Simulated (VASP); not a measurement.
# PtS2 (P-3m1) in VASP: settings compared, part 2 of 2

VASP 6.6.1. Earlier steps stand in the parts before.

### Step 4. Band structure, PBE

Contents of INCAR:

```
SYSTEM = PtS2
ALGO = Fast ; EDIFF = 1E-6
ENCUT = 900 ; GGA = PE
ISIF = 2 ; ISMEAR = -1
LASPH = .True. ; LCHARG = .False.
LMAXMIX = 4 ; LREAL = .False.
LWAVE = .False. ; NELM = 100
PREC = Accurate ; SIGMA = 0.05
```

Contents of KPOINTS:

```
k-points
0
Gamma
  9 9 5
  0 0 0
```

Contents of POSCAR:

```
PtS2
1.0
    3.5432000000      0.0000000000      0.0000000000
   -1.7716000000      3.0685012107      0.0000000000
    0.0000000000      0.0000000000      5.0388000000
Pt S
1 2
Direct
    0.0000000000      0.0000000000      0.0000000000
    0.6666666667      0.3333333333      0.7730000000
    0.3333333333      0.6666666667      0.2270000000
```

Contents of KPOINTS_OPT:

```
path GMKGALHA,LM,KH
15
line-mode
reciprocal
 0.0000000000  0.0000000000  0.0000000000  G
 0.5000000000  0.0000000000  0.0000000000  M

 0.5000000000  0.0000000000  0.0000000000  M
 0.3333333333  0.3333333333  0.0000000000  K

 0.3333333333  0.3333333333  0.0000000000  K
 0.0000000000  0.0000000000  0.0000000000  G

 0.0000000000  0.0000000000  0.0000000000  G
 0.0000000000  0.0000000000  0.5000000000  A

 0.0000000000  0.0000000000  0.5000000000  A
 0.5000000000  0.0000000000  0.5000000000  L

 0.5000000000  0.0000000000  0.5000000000  L
 0.3333333333  0.3333333333  0.5000000000  H

 0.3333333333  0.3333333333  0.5000000000  H
 0.0000000000  0.0000000000  0.5000000000  A

 0.5000000000  0.0000000000  0.5000000000  L
 0.5000000000  0.0000000000  0.0000000000  M

 0.3333333333  0.3333333333  0.0000000000  K
 0.3333333333  0.3333333333  0.5000000000  H
```

Potentials or basis: VASP PAW PBE potentials, release 64 (Pt, S_h).

The run is started by

```bash
$ cat potpaw_PBE.64/Pt/POTCAR potpaw_PBE.64/S_h/POTCAR > POTCAR
$ mpirun -np 1 vasp_std > vasp.out
```

Run time: 2.2 min. Hardware: 1 thread of AMD EPYC 9R45 (Zen 5), shared host; peak memory 0.29 GiB.

Results (log left out):

- Free energy: -15.2514 eV
- Pressure: 11.4 GPa
- Largest force: 1.237 eV/Å
- Band gap on the k mesh: 1.02 eV, indirect (least direct gap 1.07 eV)
- Band gap along the path: 1.02 eV, indirect (least direct gap 1.54 eV)

Forces on the atoms (eV/Å):
```
Pt   0.000  0.000  0.000
S    0.000  0.000 -1.237
S    0.000  0.000  1.237
```

Stress tensor (GPa, compression positive):
```
11.90  0.00  0.00
 0.00 11.90  0.00
 0.00  0.00 10.31
```

Levels at the corners of the path, in eV from the valence-band top:
```csv
point,band 8,band 9,band 10,band 11,band 12,band 13,band 14,band 15
Γ,-1.76,-1.11,-1.11,-0.09,2.48,2.48,4.81,5.80
M,-3.29,-3.20,-2.97,-2.32,1.81,2.87,5.54,6.55
M,-3.29,-3.20,-2.97,-2.32,1.81,2.87,5.54,6.55
K,-3.63,-2.66,-1.46,-1.46,1.07,1.07,5.71,8.06
K,-3.63,-2.66,-1.46,-1.46,1.07,1.07,5.71,8.06
Γ,-1.76,-1.11,-1.11,-0.09,2.48,2.48,4.81,5.80
Γ,-1.76,-1.11,-1.11,-0.09,2.48,2.48,4.81,5.80
A,-2.45,-1.30,-1.30,-0.89,2.96,2.96,5.48,7.39
A,-2.45,-1.30,-1.30,-0.89,2.96,2.96,5.48,7.39
L,-3.23,-3.07,-2.69,-1.35,2.12,2.39,5.40,5.59
L,-3.23,-3.07,-2.69,-1.35,2.12,2.39,5.40,5.59
H,-3.54,-3.51,-1.85,-1.85,2.26,2.26,7.26,8.00
H,-3.54,-3.51,-1.85,-1.85,2.26,2.26,7.26,7.99
A,-2.45,-1.30,-1.30,-0.89,2.96,2.96,5.48,7.40
L,-3.23,-3.07,-2.69,-1.35,2.12,2.39,5.40,5.59
M,-3.29,-3.20,-2.97,-2.32,1.81,2.87,5.54,6.55
K,-3.63,-2.66,-1.46,-1.46,1.07,1.07,5.71,8.06
H,-3.54,-3.51,-1.85,-1.85,2.26,2.26,7.26,7.97
```

Caveat: spin-orbit coupling is left out, which moves the levels of the heavy elements; forces of over 1 eV/Å show positions far from the minimum, so gaps and moduli don't describe the material at rest.

### Step 5. Band structure, PBE

POSCAR is that of step 4.

Contents of INCAR.step1:

```
PREC = Accurate ; ENCUT = 520
EDIFF = 1E-6 ; ISMEAR = -1
SIGMA = 0.05 ; LREAL = F
LASPH = T ; NELM = 60
ALGO = Normal ; ISIF = 2
LWAVE = F ; LCHARG = T
LMAXMIX = 4 ; GGA = PE
NBANDS = 18
```

Contents of KPOINTS.step1:

```
Automatic mesh
0
Gamma
  9 9 5
```

Contents of INCAR.step2:

```
PREC = Accurate ; ENCUT = 520
EDIFF = 1E-6 ; ISMEAR = 0
SIGMA = 0.05 ; LREAL = F
LASPH = T ; NELM = 60
ALGO = Normal ; ISIF = 2
LWAVE = F ; LCHARG = F
LMAXMIX = 4 ; GGA = PE
NBANDS = 18 ; ICHARG = 11
```

Contents of KPOINTS.step2:

```
path GMKGALHA,LM,KH
10
line-mode
reciprocal
 0.0000000000  0.0000000000  0.0000000000  G
 0.5000000000  0.0000000000  0.0000000000  M

 0.5000000000  0.0000000000  0.0000000000  M
 0.3333333333  0.3333333333  0.0000000000  K

 0.3333333333  0.3333333333  0.0000000000  K
 0.0000000000  0.0000000000  0.0000000000  G

 0.0000000000  0.0000000000  0.0000000000  G
 0.0000000000  0.0000000000  0.5000000000  A

 0.0000000000  0.0000000000  0.5000000000  A
 0.5000000000  0.0000000000  0.5000000000  L

 0.5000000000  0.0000000000  0.5000000000  L
 0.3333333333  0.3333333333  0.5000000000  H

 0.3333333333  0.3333333333  0.5000000000  H
 0.0000000000  0.0000000000  0.5000000000  A

 0.5000000000  0.0000000000  0.5000000000  L
 0.5000000000  0.0000000000  0.0000000000  M

 0.3333333333  0.3333333333  0.0000000000  K
 0.3333333333  0.3333333333  0.5000000000  H
```

Potentials or basis: VASP PAW PBE potentials, release 54 (Pt, S).

The run is started by

```bash
$ cat potpaw_PBE.54/Pt/POTCAR potpaw_PBE.54/S/POTCAR > POTCAR
$ cp INCAR.step1 INCAR
$ cp KPOINTS.step1 KPOINTS
$ mpirun -np 1 vasp_std > vasp.out
$ cp INCAR.step2 INCAR
$ cp KPOINTS.step2 KPOINTS
$ mpirun -np 1 vasp_std > vasp.out
```

It took 54 s on 1 thread of AMD EPYC 9R45 (Zen 5), shared host; peak memory 0.19 GiB.

Results (log left out):

```yaml
Band_gap_on_the_k_mesh: 1.03 eV, indirect (least direct gap 1.08 eV)
Band_gap_along_the_path: 1.02 eV, indirect (least direct gap 1.58 eV)
```

Levels at the corners of the path, in eV from the valence-band top:
```tsv
point	band 9	band 10	band 11	band 12	band 13	band 14
Γ	-1.11	-1.11	-0.09	2.49	2.49	4.83
M	-3.19	-2.97	-2.32	1.82	2.87	5.56
M	-3.19	-2.97	-2.32	1.82	2.87	5.56
K	-2.66	-1.46	-1.46	1.08	1.08	5.73
K	-2.66	-1.46	-1.46	1.08	1.08	5.73
Γ	-1.11	-1.11	-0.09	2.49	2.49	4.83
Γ	-1.11	-1.11	-0.09	2.49	2.49	4.83
A	-1.30	-1.30	-0.89	2.96	2.96	5.51
A	-1.30	-1.30	-0.89	2.96	2.96	5.51
L	-3.07	-2.69	-1.35	2.12	2.40	5.42
L	-3.07	-2.69	-1.35	2.12	2.40	5.42
H	-3.51	-1.85	-1.85	2.26	2.26	7.29
H	-3.51	-1.85	-1.85	2.26	2.26	7.29
A	-1.30	-1.30	-0.89	2.96	2.96	5.51
L	-3.07	-2.69	-1.35	2.12	2.40	5.42
M	-3.19	-2.97	-2.32	1.82	2.87	5.56
K	-2.66	-1.46	-1.46	1.08	1.08	5.73
H	-3.51	-1.85	-1.85	2.26	2.26	7.29
```

Caveat: the log is that of the step along the path at fixed density, whose energy, stress, charges and moments have no meaning; spin-orbit coupling is left out, which moves the levels of the heavy elements.

### Step 6. Band structure, PBE

Contents of INCAR:

```
SYSTEM = PtS2
PREC     = Accurate       ! precision mode
ENCUT    = 500            ! plane-wave cutoff, eV
EDIFF    = 1E-6           ! SCF threshold, eV
ISMEAR   = -1             ! smearing method
SIGMA    = 0.05           ! smearing width, eV
LREAL    = .FALSE.        ! projectors in reciprocal space
LASPH    = .TRUE.         ! aspherical terms in the spheres
NELM     = 80             ! most SCF steps
ALGO     = Normal         ! electronic algorithm
ISIF     = 2              ! what is computed and relaxed
LWAVE    = .FALSE.        ! write WAVECAR
LCHARG   = .FALSE.        ! write CHGCAR
LMAXMIX  = 4              ! l up to which the mixer works
GGA      = PE             ! functional
```

Contents of KPOINTS:

```
regular mesh
0
G
  9 9 5
  0 0 0
```

POSCAR is that of step 5.

KPOINTS_OPT: that of step 4 with these lines changed.

```diff
@@ -1,3 +1,3 @@
 path GMKGALHA,LM,KH
-15
+20
 line-mode
```

Potentials or basis: VASP PAW PBE potentials, release 54 (Pt, S).

The run is started by

```bash
$ cat potpaw_PBE.54/Pt/POTCAR potpaw_PBE.54/S/POTCAR > POTCAR
$ mpirun -np 1 vasp_std > vasp.out
```

It took 70 s on 1 thread of AMD EPYC 9R45 (Zen 5), shared host; peak memory 0.18 GiB.

The run converged. Its results:

* Free energy: -15.2713 eV
* Pressure: 11.1 GPa
* Largest force: 1.213 eV/Å
* Band gap on the k mesh: 1.03 eV, indirect (least direct gap 1.08 eV)
* Band gap along the path: 1.03 eV, indirect (least direct gap 1.55 eV)

Forces on the atoms (eV/Å):
```
Pt   0.000  0.000  0.000
S    0.000  0.000 -1.213
S    0.000  0.000  1.213
```

Stress tensor (GPa, compression positive):
```
11.57  0.00  0.00
 0.00 11.57  0.00
 0.00  0.00 10.08
```

Levels at the corners of the path, in eV from the valence-band top:
```tsv
point	band 9	band 10	band 11	band 12	band 13	band 14
Γ	-1.11	-1.11	-0.09	2.49	2.49	4.83
M	-3.19	-2.97	-2.32	1.82	2.87	5.56
M	-3.19	-2.97	-2.32	1.82	2.87	5.56
K	-2.66	-1.46	-1.46	1.08	1.08	5.73
K	-2.66	-1.46	-1.46	1.08	1.08	5.73
Γ	-1.11	-1.11	-0.09	2.49	2.49	4.83
Γ	-1.11	-1.11	-0.09	2.49	2.49	4.83
A	-1.30	-1.30	-0.89	2.96	2.96	5.51
A	-1.30	-1.30	-0.89	2.96	2.96	5.51
L	-3.07	-2.69	-1.35	2.12	2.40	5.42
L	-3.07	-2.69	-1.35	2.12	2.40	5.42
H	-3.50	-1.85	-1.85	2.26	2.26	7.29
H	-3.50	-1.85	-1.85	2.26	2.26	7.29
A	-1.30	-1.30	-0.89	2.96	2.96	5.51
L	-3.07	-2.69	-1.35	2.12	2.40	5.42
M	-3.19	-2.97	-2.32	1.82	2.87	5.56
K	-2.66	-1.46	-1.46	1.08	1.08	5.73
H	-3.50	-1.85	-1.85	2.26	2.26	7.29
```

Caveat: spin-orbit coupling is left out, which moves the levels of the heavy elements; forces of over 1 eV/Å show positions far from the minimum, so gaps and moduli don't describe the material at rest.

### Step 7. The reference run

An earlier run on the cell as given: functional PBEsol; potentials or basis VASP PAW PBE potentials, release 64 (Pt, S); cutoff 520 eV; k mesh 9 × 9 × 5; occupations fermi-dirac, width 0.05 eV; no spin polarisation.

* Pressure: 6.1 GPa
* Largest force: 0.930 eV/Å
* Band gap on the k mesh: 0.96 eV, indirect (least direct gap 1.00 eV)

### Step 8. Overview

| task | level | potentials or basis | k mesh | cutoff (eV) | grid for exact exchange (PRECFOCK) | exchange at q = 0 | ladder | gap on the mesh (eV) | pressure (GPa) | largest force (eV/Å) |
| --- | --- | --- | --- | --- | --- | --- | --- | --- | --- | --- |
| band structure | LAK | VASP PAW PBE potentials, release 64 (Pt, S) | 9 × 9 × 5 | 520 | - | - | - | 1.39 | 12.3 | 1.36 |
| band structure | r2SCAN0 | VASP PAW PBE potentials, release 64 (Pt, S) | 5 × 5 × 3 | 520 | Fast | truncated | - | 2.63 | 5.4 | 0.88 |
| band structure | PBE | VASP PAW PBE potentials, release 64 (Pt, S_h) | 9 × 9 × 5 | 900 | - | - | - | 1.02 | 11.4 | 1.24 |
| band structure | PBE | VASP PAW PBE potentials, release 54 (Pt, S) | 9 × 9 × 5 | 520 | - | - | - | 1.03 | - | - |
| band structure | PBE | VASP PAW PBE potentials, release 54 (Pt, S) | 9 × 9 × 5 | 500 | - | - | - | 1.03 | 11.1 | 1.21 |
| single point | PBEsol | VASP PAW PBE potentials, release 64 (Pt, S) | 9 × 9 × 5 | 520 | - | - | free | 0.96 | 6.1 | 0.93 |

Alike in all rows: no spin polarisation; cell as given; smearing fermi-dirac 0.05 eV.

Caveats: spin-orbit coupling is left out, which moves the levels of the heavy elements; the PAW data sets were made with another functional, which shifts forces and pressure a little (some runs); forces of over 1 eV/Å show positions far from the minimum, so gaps and moduli don't describe the material at rest (some runs); the mesh misses the band edges, which the band path finds closer together (some runs); an odd mesh through Γ misses points on the zone boundary, where band edges often lie (some runs).

Absolute energies hang on the potentials; compare differences alone.
